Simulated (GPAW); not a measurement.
# GaN (F-43m) in GPAW: settings compared, part 3 of 4

GPAW 26.7.0.

## Step 5: Phonons, LDA

Input file run.py:

```python
import json
import numpy as np
import spglib
from ase import Atoms
from ase.constraints import FixSymmetry
from ase.filters import FrechetCellFilter
from ase.io import read, write
from ase.optimize import BFGS
from phonopy import Phonopy
from phonopy.structure.atoms import PhonopyAtoms
from gpaw import GPAW, PW, setup_paths

setup_paths.insert(0, '.')

atoms = read('GaN.cif')
cell, positions, numbers = spglib.find_primitive(
    (atoms.cell[:], atoms.get_scaled_positions(), atoms.numbers), symprec=1e-4)
atoms = Atoms(numbers, cell=cell, scaled_positions=positions, pbc=True)

calc = GPAW(mode=PW(800),
            xc='LDA',
            kpts={'size': (10, 10, 10), 'gamma': True},
            occupations={'name': 'fermi-dirac', 'width': 0.05},
            nbands=11,
            convergence={'density': 1e-06, 'eigenstates': 1e-09},
            maxiter=150,
            txt='gpaw.txt')
atoms.calc = calc
atoms.set_constraint(FixSymmetry(atoms))
BFGS(FrechetCellFilter(atoms), trajectory='relax.traj', logfile='-').run(fmax=0.005, steps=40)
atoms.set_constraint()
energy = atoms.get_potential_energy()
forces = atoms.get_forces()
stress = atoms.get_stress()
calc.write('gs.gpw')
write('result.traj', atoms)
print('Cell:', atoms.cell.cellpar().round(4))
print(atoms.get_scaled_positions().round(5))

def force_constants(scale):
    unit = PhonopyAtoms(symbols=atoms.get_chemical_symbols(), cell=atoms.cell[:] * scale**(1 / 3),
                        scaled_positions=atoms.get_scaled_positions())
    ph = Phonopy(unit, supercell_matrix=np.diag([2, 2, 2]), primitive_matrix=np.eye(3), symprec=1e-4)
    ph.generate_displacements(distance=0.01)
    forces = []
    for i, sc in enumerate(ph.supercells_with_displacements):
        a = Atoms(sc.symbols, cell=sc.cell, scaled_positions=sc.scaled_positions, pbc=True)
        c = GPAW(mode=PW(680),
                 xc='LDA',
                 kpts={'size': (5, 5, 5), 'gamma': True},
                 occupations={'name': 'fermi-dirac', 'width': 0.05},
                 nbands=53,
                 convergence={'density': 1e-06, 'eigenstates': 1e-09},
                 maxiter=150,
                 txt=f'disp-{scale:.3f}-{i:02d}.txt')
        a.calc = c
        f = a.get_forces()
        forces.append(f - f.mean(axis=0))
        print(f'displacement {i}: drift', f.mean(axis=0).round(5), flush=True)
    ph.forces = forces
    ph.produce_force_constants()
    ph.symmetrize_force_constants()
    return ph

qpoints = [[0.0, 0.0, 0.0], [0.0, 0.0, 0.5], [0.0, 0.5, 0.0], [0.0, 0.5, 0.5], [0.5, 0.0, 0.0], [0.5, 0.0, 0.5], [0.5, 0.5, 0.0], [0.5, 0.5, 0.5]]
results = {}
for scale in [1.0]:
    ph = force_constants(scale)
    ph.run_qpoints(qpoints)
    nu = ph.qpoints.frequencies * 33.35641  # THz to cm^-1
    results[f'{scale:.3f}'] = nu.tolist()
    for qp, f in zip(qpoints, nu):
        print(scale, np.round(qp, 4), f.round(2))

path = atoms.cell.bandpath('GXWKGLUWLK,UX', npoints=60, eps=1e-4)
ph.run_qpoints(path.kpts)
results['path'] = (ph.qpoints.frequencies * 33.35641).tolist()
results['path_q'] = path.kpts.tolist()
x, ticks, names = path.get_linear_kpoint_axis()
results['axis'] = [x.tolist(), list(ticks), names]
ph.run_mesh([15, 15, 15], is_gamma_center=True)
ph.run_thermal_properties(temperatures=[0, 100, 200, 300, 500, 800], cutoff_frequency=0.05)
tp = ph.thermal_properties
results['thermal'] = [list(v) for v in (tp.temperatures, tp.free_energy, tp.entropy, tp.heat_capacity)]
for t, fv, s, cv in zip(*results['thermal']):
    print(f'{t:6.0f} K  F {fv:9.4f} kJ/mol  S {s:9.4f} J/K/mol  Cv {cv:9.4f} J/K/mol')
json.dump(results, open('phonons.json', 'w'))
```

Input file GaN.cif:

```cif
data_GaN
_cell_length_a 4.50700122
_cell_length_b 4.50700122
_cell_length_c 4.50700122
_cell_angle_alpha 90.00000000
_cell_angle_beta 90.00000000
_cell_angle_gamma 90.00000000
_space_group_name_H-M_alt 'F-43m'
_space_group_name_Hall 'F -4 2 3'
_space_group_IT_number 216
loop_
_space_group_symop_operation_xyz
'x,y,z'
'y,-x,-z'
'-x,-y,z'
'-y,x,-z'
'x,-y,-z'
'y,x,z'
'-x,y,-z'
'-y,-x,z'
'z,x,y'
'-z,y,-x'
'z,-x,-y'
'-z,-y,x'
'-z,x,-y'
'z,y,x'
'-z,-x,y'
'z,-y,-x'
'y,z,x'
'-x,-z,y'
'-y,z,-x'
'x,-z,-y'
'-y,-z,x'
'x,z,y'
'y,-z,-x'
'-x,z,-y'
'x,y+1/2,z+1/2'
'y,-x+1/2,-z+1/2'
'-x,-y+1/2,z+1/2'
'-y,x+1/2,-z+1/2'
'x,-y+1/2,-z+1/2'
'y,x+1/2,z+1/2'
'-x,y+1/2,-z+1/2'
'-y,-x+1/2,z+1/2'
'z,x+1/2,y+1/2'
'-z,y+1/2,-x+1/2'
'z,-x+1/2,-y+1/2'
'-z,-y+1/2,x+1/2'
'-z,x+1/2,-y+1/2'
'z,y+1/2,x+1/2'
'-z,-x+1/2,y+1/2'
'z,-y+1/2,-x+1/2'
'y,z+1/2,x+1/2'
'-x,-z+1/2,y+1/2'
'-y,z+1/2,-x+1/2'
'x,-z+1/2,-y+1/2'
'-y,-z+1/2,x+1/2'
'x,z+1/2,y+1/2'
'y,-z+1/2,-x+1/2'
'-x,z+1/2,-y+1/2'
'x+1/2,y,z+1/2'
'y+1/2,-x,-z+1/2'
'-x+1/2,-y,z+1/2'
'-y+1/2,x,-z+1/2'
'x+1/2,-y,-z+1/2'
'y+1/2,x,z+1/2'
'-x+1/2,y,-z+1/2'
'-y+1/2,-x,z+1/2'
'z+1/2,x,y+1/2'
'-z+1/2,y,-x+1/2'
'z+1/2,-x,-y+1/2'
'-z+1/2,-y,x+1/2'
'-z+1/2,x,-y+1/2'
'z+1/2,y,x+1/2'
'-z+1/2,-x,y+1/2'
'z+1/2,-y,-x+1/2'
'y+1/2,z,x+1/2'
'-x+1/2,-z,y+1/2'
'-y+1/2,z,-x+1/2'
'x+1/2,-z,-y+1/2'
'-y+1/2,-z,x+1/2'
'x+1/2,z,y+1/2'
'y+1/2,-z,-x+1/2'
'-x+1/2,z,-y+1/2'
'x+1/2,y+1/2,z'
'y+1/2,-x+1/2,-z'
'-x+1/2,-y+1/2,z'
'-y+1/2,x+1/2,-z'
'x+1/2,-y+1/2,-z'
'y+1/2,x+1/2,z'
'-x+1/2,y+1/2,-z'
'-y+1/2,-x+1/2,z'
'z+1/2,x+1/2,y'
'-z+1/2,y+1/2,-x'
'z+1/2,-x+1/2,-y'
'-z+1/2,-y+1/2,x'
'-z+1/2,x+1/2,-y'
'z+1/2,y+1/2,x'
'-z+1/2,-x+1/2,y'
'z+1/2,-y+1/2,-x'
'y+1/2,z+1/2,x'
'-x+1/2,-z+1/2,y'
'-y+1/2,z+1/2,-x'
'x+1/2,-z+1/2,-y'
'-y+1/2,-z+1/2,x'
'x+1/2,z+1/2,y'
'y+1/2,-z+1/2,-x'
'-x+1/2,z+1/2,-y'
loop_
_atom_site_label
_atom_site_type_symbol
_atom_site_symmetry_multiplicity
_atom_site_Wyckoff_symbol
_atom_site_fract_x
_atom_site_fract_y
_atom_site_fract_z
_atom_site_occupancy
Ga1 Ga 4 a 0.0000000000 0.0000000000 0.0000000000 1
N1 N 4 d 0.2500000000 0.2500000000 0.7500000000 1
```

Potentials or basis: PAW data sets generated in the run's folder for this functional, pw.

On the command line:

```bash
$ gpaw-setup -f LDA Ga N
$ OMP_NUM_THREADS=1 python run.py
```

gpaw.txt:

```text
__  _  _
 | _ |_)|_||  |
 |__||  | ||/\| - 26.7.0

Input parameters:
  mode=PW(ecut=800.0),
  convergence={'density': 1e-06, 'eigenstates': 1e-09},
  kpts=MonkhorstPack(size=(10, 10, 10), gamma=True),
  maxiter=150,
  nbands=11,
  occupations=Occupations(name='fermi-dirac', width=0.05),
  xc=XC(name='LDA')

Diagonalizing LCAO Hamiltonian
Converting LCAO to pw mode

                  N

       Ga

Atoms  # Å, Bohr magnetons
|   | symbol |        x |        y |        z |    initial magnetic moments |
|---|--------|----------|----------|----------|-----------------------------|
| 0 |     Ga | 0.000000 | 0.000000 | 0.000000 | ( 0.0000,  0.0000,  0.0000) |
| 1 |      N | 3.380251 | 3.380251 | 3.380251 | ( 0.0000,  0.0000,  0.0000) |

Unit cell  # Å
| periodic |        x |        y |        z |  lengths |    angles |
|----------|----------|----------|----------|----------|-----------|
|      yes | 0.000000 | 2.253501 | 2.253501 | 3.186931 | 60.000000 |
|      yes | 2.253501 | 0.000000 | 2.253501 | 3.186931 | 60.000000 |
|      yes | 2.253501 | 2.253501 | 0.000000 | 3.186931 | 60.000000 |

Number of symmetries: 24
Symmetry operations  # r_c * U_cc + t_c -> r_c
|    | kind |            matrix            |
|----|------|------------------------------|
|  0 |  E   |  1, 0, 0,  0, 1, 0,  0, 0, 1 |
|  1 |  σ   |  1, 0, 0,  0, 0, 1,  0, 1, 0 |
|  2 |  σ   |  1, 0,-1,  0, 1,-1,  0, 0,-1 |
|  3 |  C3  |  1, 0,-1,  0, 0,-1,  0, 1,-1 |
|  4 |  C3  |  1,-1, 0,  0,-1, 1,  0,-1, 0 |
|  5 |  σ   |  1,-1, 0,  0,-1, 0,  0,-1, 1 |
|  6 |  σ   |  0, 1, 0,  1, 0, 0,  0, 0, 1 |
|  7 |  C3  |  0, 1, 0,  0, 0, 1,  1, 0, 0 |
|  8 |  C2  |  0, 1,-1,  1, 0,-1,  0, 0,-1 |
[... 146 lines left out ...]
SCF iterations
|iter     | |      energy | eigst |  dens |
|---------|-|-------------|-------|-------|
|iter:   1| |  -15.664754 | -0.18 |       |
|iter:   2| |  -15.186551 | -2.05 | -0.57 |
|iter:   3| |  -13.898683 | -0.75 | -0.63 |
|iter:   4| |  -13.884882 | -3.11 | -1.30 |
|iter:   5| |  -13.880368 | -3.47 | -1.58 |
|iter:   6| |  -13.880363 | -5.85 | -2.83 |
|iter:   7| |  -13.880365c| -6.51 | -3.20 |
|iter:   8| |  -13.880365c| -8.29 | -4.39 |
|iter:   9| |  -13.880365c| -9.14c| -5.13 |
|iter:  10| |  -13.880365c| -9.92c| -6.04c|

Converged in 10 steps
Energy contributions relative to reference atoms: (reference = -54278.930540)
[... 238 lines left out ...]

Converged in 8 steps
Energy contributions relative to reference atoms: (reference = -54278.930540)

Energy contributions:
  Kinetic:          33.248306
  Coulomb:         -29.502869
  Zero:              0.148187
  External:          0.000000
  Xc:              -17.774302
  Entropy:          -0.000000
  Spinorbit:         0.000000
  ----------------------------
  Free energy:     -13.880677
  Extrapolated:    -13.880677
[... 24 lines left out ...]
Stress tensor  # eV/Ang^3
|         x |         y |         z |
|-----------|-----------|-----------|
| -0.003481 |  0.000000 |  0.000000 |
|  0.000000 | -0.003481 |  0.000000 |
|  0.000000 |  0.000000 | -0.003481 |

Forces  # eV/Ang
|        x |        y |       z |
|----------|----------|---------|
| -0.00000 | -0.00000 | 0.00000 |  # Ga   0
| -0.00000 |  0.00000 | 0.00000 |  # N    1

Interpolating wave functions to new cell

                  N

       Ga

Atoms  # Å, Bohr magnetons
|   | symbol |        x |        y |        z |    initial magnetic moments |
|---|--------|----------|----------|----------|-----------------------------|
| 0 |     Ga | 0.000000 | 0.000000 | 0.000000 | ( 0.0000,  0.0000,  0.0000) |
| 1 |      N | 3.384606 | 3.384606 | 3.384606 | ( 0.0000,  0.0000,  0.0000) |

Unit cell  # Å
| periodic |         x |         y |         z |  lengths |    angles |
|----------|-----------|-----------|-----------|----------|-----------|
|      yes | -0.000000 |  2.256404 |  2.256404 | 3.191038 | 60.000000 |
|      yes |  2.256404 | -0.000000 |  2.256404 | 3.191038 | 60.000000 |
|      yes |  2.256404 |  2.256404 | -0.000000 | 3.191038 | 60.000000 |

Number of symmetries: 24
Symmetry operations  # r_c * U_cc + t_c -> r_c
|    | kind |            matrix            |
|----|------|------------------------------|
|  0 |  E   |  1, 0, 0,  0, 1, 0,  0, 0, 1 |
|  1 |  σ   |  1, 0, 0,  0, 0, 1,  0, 1, 0 |
|  2 |  σ   |  1, 0,-1,  0, 1,-1,  0, 0,-1 |
|  3 |  C3  |  1, 0,-1,  0, 0,-1,  0, 1,-1 |
|  4 |  C3  |  1,-1, 0,  0,-1, 1,  0,-1, 0 |
|  5 |  σ   |  1,-1, 0,  0,-1, 0,  0,-1, 1 |
|  6 |  σ   |  0, 1, 0,  1, 0, 0,  0, 0, 1 |
|  7 |  C3  |  0, 1, 0,  0, 0, 1,  1, 0, 0 |
|  8 |  C2  |  0, 1,-1,  1, 0,-1,  0, 0,-1 |
[... 146 lines left out ...]
SCF iterations
|iter     | |      energy | eigst |  dens |
|---------|-|-------------|-------|-------|
|iter:   1| |  -13.881104 | -3.41 |       |
|iter:   2| |  -13.881070 | -5.74 | -2.60 |
|iter:   3| |  -13.880980c| -5.00 | -2.65 |
|iter:   4| |  -13.880982c| -6.87 | -3.18 |
|iter:   5| |  -13.880983c| -6.94 | -3.50 |
|iter:   6| |  -13.880983c| -8.66 | -4.41 |
|iter:   7| |  -13.880983c| -9.30c| -4.99 |
|iter:   8| |  -13.880983c|-10.06c| -6.21c|

Converged in 8 steps
Energy contributions relative to reference atoms: (reference = -54278.930540)

Energy contributions:
  Kinetic:          32.805955
  Coulomb:         -29.131987
  Zero:              0.147708
  External:          0.000000
  Xc:              -17.702659
  Entropy:          -0.000000
  Spinorbit:         0.000000
  ----------------------------
  Free energy:     -13.880983
  Extrapolated:    -13.880983
[... 24 lines left out ...]
Stress tensor  # eV/Ang^3
|         x |         y |         z |
|-----------|-----------|-----------|
|  0.000033 | -0.000000 | -0.000000 |
| -0.000000 |  0.000033 | -0.000000 |
| -0.000000 | -0.000000 |  0.000033 |

Forces  # eV/Ang
|       x |        y |        z |
|---------|----------|----------|
| 0.00000 | -0.00000 |  0.00000 |  # Ga   0
| 0.00000 | -0.00000 | -0.00000 |  # N    1

# Writing to gs.gpw (mode='')
```

Run time: 16 min. Hardware: 1 thread of Arm Neoverse V1, shared host; peak memory 0.75 GiB.

What came out:

```
Free energy                                        : -13.8810 eV
Relaxed volume                                     : 11.49 Å³/atom
Relaxed cell                                       : a = 3.191 Å, b = 3.191 Å, c = 3.191 Å, α = 60.00°, β = 60.00°, γ = 60.00°
Space group after relaxing (to 0.05 Å)             : F-43m (No. 216)
Pressure after relaxing                            : 0.0 GPa
Band gap on the k mesh                             : 1.85 eV, direct
Highest phonon frequency, LO-TO splitting left out : 721 cm⁻¹
```

Final structure:
```xyz
2
Lattice="0.0000 2.2564 2.2564 2.2564 0.0000 2.2564 2.2564 2.2564 0.0000" Properties=species:S:1:pos:R:3 pbc="T T T"
Ga    0.0000    0.0000    0.0000
N     3.3846    3.3846    3.3846
```

Levels at points of the mesh, in eV from the valence-band top:
```tsv
k point	band 1	band 2	band 3	band 4	band 5	band 6	band 7
(0.00, 0.00, 0.00)	-15.70	0.00	0.00	0.00	1.85	10.20	10.20
(0.50, 0.50, 0.00)	-12.59	-6.24	-2.66	-2.66	3.31	6.57	11.58
(0.50, 0.50, 0.50)	-13.35	-7.03	-0.96	-0.96	4.63	8.70	10.26
```

Phonon frequencies in cm⁻¹ (negative: imaginary):
```csv
q point,frequencies
"(0.000, 0.000, 0.000)",0 0 0 594 594 594
"(0.000, 0.000, 0.500)",133 133 352 613 613 721
"(0.000, 0.500, 0.000)",133 133 352 613 613 721
"(0.000, 0.500, 0.500)",189 189 361 646 646 712
"(0.500, 0.000, 0.000)",133 133 352 613 613 721
"(0.500, 0.000, 0.500)",189 189 361 646 646 712
"(0.500, 0.500, 0.000)",189 189 361 646 646 712
"(0.500, 0.500, 0.500)",133 133 352 613 613 721
```

Caveat: the cutoff is short for stress and forces, so pressures can be off by a GPa or more; the data sets keep Ga 3d, Li 1s and Be 1s frozen, and some such compounds lay over 1.5 % in volume off other programs; the LO-TO splitting is left out; phonon bands are interpolated from a small supercell.

(Part 3 of 4 ends here.)
